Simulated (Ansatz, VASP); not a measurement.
# C in VASP and in Ansatz

File INCAR:

```
PREC = Accurate
ENCUT = 520
EDIFF = 1E-6
ISMEAR = 0
SIGMA = 0.05
LREAL = False
LASPH = True
NELM = 80
ALGO = Normal
ISIF = 2
LWAVE = False
LCHARG = False
GGA = PE
NBANDS = 26
```

The input KPOINTS:

```
Automatic mesh
0
Gamma
  12 12 4
```

Contents of POSCAR:

```
C
1.0
    2.4550680292      0.0000000000      0.0000000000
   -1.2275340146      2.1261512813      0.0000000000
    0.0000000000      0.0000000000      8.7198175910
C
8
Direct
    0.0000000000      0.0000000000      0.0929681641
    0.0000000000      0.0000000000      0.5929681641
    0.0000000000      0.0000000000      0.4070318359
    0.0000000000      0.0000000000      0.9070318359
    0.3333333333      0.6666666667      0.1555285626
    0.6666666667      0.3333333333      0.6555285626
    0.3333333333      0.6666666667      0.3444714374
    0.6666666667      0.3333333333      0.8444714374
```

Input for Ansatz:

```yaml
crystal:
  lattice:
    - [2.4550680292, 0.0, 0.0]
    - [-1.2275340146, 2.1261512813, 0.0]
    - [0.0, 0.0, 8.719817591]
  atoms:
    - { symbol: C, position: [0.0, 0.0, 0.0929681641] }
    - { symbol: C, position: [0.0, 0.0, 0.5929681641] }
    - { symbol: C, position: [0.0, 0.0, 0.4070318359] }
    - { symbol: C, position: [0.0, 0.0, 0.9070318359] }
    - { symbol: C, position: [0.3333333333, 0.6666666667, 0.1555285626] }
    - { symbol: C, position: [0.6666666667, 0.3333333333, 0.6555285626] }
    - { symbol: C, position: [0.3333333333, 0.6666666667, 0.3444714374] }
    - { symbol: C, position: [0.6666666667, 0.3333333333, 0.8444714374] }
basis:
  ecutwfc: 420
kpoints:
  mp_grid: { grid: [12, 12, 4] }
hamiltonian:
  xc: pbe
scf:
  occupations: { method: gaussian, width: 0.05 }
output:
  forces: true
  stress: true
  eigenvalues: true
```

Change from the starting cell: strain -0.025 along x and y, +0.050 along z, atoms carried along.

Alike in both runs: task single point; functional PBE; k mesh 12 × 12 × 4; occupations gaussian, width 0.05 eV; no spin polarisation.

|  | VASP | Ansatz |
| --- | --- | --- |
| version | VASP 6.6.1 | Ansatz 0.2.0 |
| potentials or method | VASP PAW PBE potentials, release 64 (C) | scalar-relativistic, plane waves, PAW |
| plane-wave cutoff (eV) | 520 | 420 |
| valence electrons in the cell | 32 | 32 |

```tsv
	VASP	Ansatz	Ansatz less VASP
gap on the k mesh at the Fermi level (eV)	3.50	3.51	+0.004
least direct gap on the mesh (eV)	3.50	3.51	+0.004
pressure (GPa)	4.4	3.7	-0.71
largest component of the traceless stress (GPa)	56.63	56.28	-0.347
rms of the force components (eV/Å)	0.068	0.081	+0.0129
```

Atom by atom the forces differ by 0.013 eV/Å (rms over components).
